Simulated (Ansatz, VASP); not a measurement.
**As in VASP and in Ansatz**

```xyz
1
Lattice="0.0000 2.0413 2.0413 2.0413 0.0000 2.0413 2.0413 2.0413 0.0000" Properties=species:S:1:pos:R:3 pbc="T T T"
As    0.0000    0.0000    0.0000
```

Change from the starting cell: volume scaled by 0.88, LAPW.

Alike in both runs: task single point; functional PBE; k mesh 15 × 15 × 15; occupations fermi-dirac, width 0.05 eV; no spin polarisation.

|  | VASP | Ansatz |
| --- | --- | --- |
| version | VASP 6.6.1 | Ansatz 0.2.0 |
| potentials or method | VASP PAW PBE potentials, release 64 (As), cutoff 520 eV | all-electron LAPW, scalar-relativistic |

Ansatz gave:

| Quantity | Value |
| --- | --- |
| pressure (GPa) | 13.4 |

What did VASP give for the same quantities?

Pressure (GPa): 13.6.

Ansatz ran all-electron here, so the differences hold the error of VASP's frozen core and of both bases.
